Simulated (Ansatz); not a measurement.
## CdS

**What was measured.** A cell as deposited of cubic CdS (space group F-43m), temperature not stated, from the Crystallography Open Database (1961), has a = 5.833 Å and 24.81 Å³/atom.

Method: PBE, scalar-relativistic; no spin polarisation; PAW, 420 eV, Γ-centred 10×10×10 mesh, 0.05 eV Gaussian smearing; code Ansatz. The datasets are Ansatz's generated set soft_2.

```
CELL_PARAMETERS angstrom
0.00000 2.96335 2.96335
2.96335 0.00000 2.96335
2.96335 2.96335 0.00000
ATOMIC_POSITIONS crystal
Cd 0.00000 0.00000 0.00000
S 0.75000 0.75000 0.75000
```

The chain of runs began from a cell as deposited in COD, expanded in volume. Of that entry: the entry's cell lengths or inner coordinates differ somewhat from later room-temperature determinations.

The cell above was scaled in volume, its shape and atoms being fixed by the lattice's symmetry. Energies are counted from the cell above.

```
V (Å³/atom)  ΔE (meV/atom)  P (GPa)  gap on the mesh (eV)
      24.98            7.5      2.4                  1.13
      25.50            1.8      1.1                  1.09
      26.02            0.0      0.0                  1.04
      26.54            1.7     -1.0                  1.00
      27.06            6.5     -1.9                  0.95
```

Problem. What do the points give for the equilibrium volume, the bulk modulus and its pressure derivative (third-order Birch–Murnaghan)?

Solution. V0 = 26.02 Å³/atom, B0 = 53 GPa, B0′ = 4.6.

B0·V0 = 53.4 GPa × 26.02 Å³ = 8.67 eV/atom sets the scale: near the minimum ΔE ≈ ½ B0 V0 x², with x = V/V0 − 1, and a pressure of 0.5 GPa squeezes the volume by about 1 %. At the ends of the curve: x = −4.0 % predicts 6.9 meV/atom and the run gives 7.5; x = +4.0 % predicts 6.9 meV/atom and the run gives 6.5. The curve is steeper than the parabola on the compressed side and flatter on the expanded side: the bulk modulus rises with pressure.

**Against experiment.** PBE gives 5.927 Å and 26.02 Å³/atom, +4.9 % in volume (+1.6 % in length) from the database's cell. PBE usually overestimates volumes by a few per cent. The static lattice also lacks zero-point motion and thermal expansion, roughly 0.9 to 2.2 % in volume at 300 K (room temperature assumed) by Grüneisen's rule, γ·3k_BT/(B0·V0) with γ of 1 to 2.5, so its own overestimate is larger than the figure.

Kohn–Sham gaps of semilocal functionals lie under measured ones, often by a third or more.
